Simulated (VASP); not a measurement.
A run of VASP 6.6.1 is set up as follows.

INCAR

```
SYSTEM = Mg
PREC = Accurate
ENCUT = 600
EDIFF = 1E-6
ISMEAR = 1
SIGMA = 0.1
LREAL = .FALSE.
LASPH = .TRUE.
NELM = 80
ALGO = Normal
ISIF = 3
LWAVE = .FALSE.
LCHARG = .FALSE.
GGA = PE
IVDW = 12
IBRION = 2
NSW = 90
EDIFFG = -0.01
```

Contents of KPOINTS:

```
regular mesh
0
G
  18 18 9
  0 0 0
```

POSCAR

```
Mg
1.0
    3.2093000000      0.0000000000      0.0000000000
   -1.6046500000      2.7793353284      0.0000000000
    0.0000000000      0.0000000000      5.2103000000
Mg
2
Direct
    0.3333333333      0.6666666667      0.2500000000
    0.6666666667      0.3333333333      0.7500000000
```

Potentials or basis: VASP PAW PBE potentials, release 64 (Mg).

Command:

```bash
$ cat potpaw_PBE.64/Mg/POTCAR > POTCAR
$ mpirun -np 1 vasp_std > vasp.out
```

Question: What does it give for the dispersion energy per atom?

Answer: -0.301 eV.

Question: Predict the relaxed cell.

Answer: a = 3.147 Å, b = 3.147 Å, c = 5.042 Å, α = 90.00°, β = 90.00°, γ = 120.00°.

Final structure:
```xyz
2
Lattice="3.1472 0.0000 0.0000 -1.5736 2.7255 0.0000 0.0000 0.0000 5.0416" Properties=species:S:1:pos:R:3 pbc="T T T"
Mg    0.0000    1.8170    1.2604
Mg    1.5736    0.9085    3.7812
```
